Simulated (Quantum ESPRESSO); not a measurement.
The system is MgS (Niningerite).

```
S Mg
1.0
     0.00000    2.60165    2.60165
     2.60165    0.00000    2.60165
     2.60165    2.60165    0.00000
S Mg
1 1
Direct
  0.50000 0.50000 0.50000
  0.00000 0.00000 0.00000
```

Base run:

```yaml
Program: Quantum ESPRESSO 7.5
Functional: LDA
Potentials_or_basis: PseudoDojo 0.4.1 SR LDA standard
Cutoff: 1143 eV
Density_cutoff: 4572 eV
k_mesh: 9 × 9 × 9
Occupations: fermi-dirac, width 0.05 eV
Spin: no spin polarisation
```

Its results: band gap on the k mesh 2.69 eV, indirect (least direct gap 3.48 eV); pressure -3.2 GPa.

Question: The run is repeated on the same cell with these changes: functional from LDA to PBEsol; potentials or basis from PseudoDojo 0.4.1 SR LDA standard to PseudoDojo 0.4.1 SR PBEsol standard. What comes out?

Answer: Band gap on the k mesh 2.83 eV, indirect (least direct gap 3.59 eV); pressure -0.9 GPa.

Caveats: the mesh misses the band edges, which the band path finds closer together.

Not every run made on this cell is shown here.
